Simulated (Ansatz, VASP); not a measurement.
WS2 in VASP and in Ansatz

The input INCAR:

```
PREC = Accurate
ENCUT = 520
EDIFF = 1E-7
ISMEAR = -1
SIGMA = 0.05
LREAL = F
LASPH = T
NELM = 80
ALGO = Normal
ISIF = 2
LWAVE = F
LCHARG = T
GGA = CA
LELF = T
LVHAR = T
NBANDS = 20
```

KPOINTS

```
regular mesh
0
Gamma
  10 10 2
```

POSCAR

```
WS2
1.0
    3.2459540962      0.0000000000      0.0000000000
   -1.6229770481      2.8110787067      0.0000000000
    0.0000000000      0.0000000000     17.2830265641
W S
1 2
Direct
    0.0000000000      0.0000000000      0.0000000000
    0.3333333333      0.6666666667      0.0920005100
    0.3333333333      0.6666666667      0.9079994900
```

File input.yaml:

```yaml
crystal:
  lattice:
    - [3.2459540962, 0.0, 0.0]
    - [-1.6229770481, 2.8110787067, 0.0]
    - [0.0, 0.0, 17.2830265641]
  atoms:
    - { symbol: W, position: [0.0, 0.0, 0.0] }
    - { symbol: S, position: [0.3333333333, 0.6666666667, 0.09200051] }
    - { symbol: S, position: [0.3333333333, 0.6666666667, 0.90799949] }
kpoints:
  mp_grid: { grid: [10, 10, 2] }
scf:
  occupations: { method: fermi_dirac, width: 0.05 }
hamiltonian:
  xc: lda
  pseudopotentials: { kind: all_electron, lapw: { basis_error: 0.002 } }
output:
  forces: true
  stress: true
  eigenvalues: true
```

Change from the starting cell: volume scaled by 1.06.

Alike in both runs: task single point; functional LDA; k mesh 10 × 10 × 2; occupations fermi-dirac, width 0.05 eV; no spin polarisation.

|  | VASP | Ansatz |
| --- | --- | --- |
| version | VASP 6.6.1 | Ansatz 0.2.0 |
| potentials or method | VASP PAW LDA potentials, release 64 (W_sv, S) | all-electron LAPW, scalar-relativistic |
| plane-wave cutoff (eV) | 520 | see its input |

Ansatz gave:

```
gap on the k mesh at the Fermi level (eV) : 1.82
least direct gap on the mesh (eV)         : 1.97
rms of the force components (eV/Å)        : 0.627
```

Problem. Estimate VASP's values.

Solution. gap on the k mesh at the Fermi level (eV): 1.82; least direct gap on the mesh (eV): 1.98; rms of the force components (eV/Å): 0.610.

Atom by atom the forces differ by 0.017 eV/Å (rms over components). Ansatz ran all-electron here, so the differences hold the error of VASP's frozen core and of both bases.

Caveats: spin-orbit coupling is left out, which moves the levels of the heavy elements.
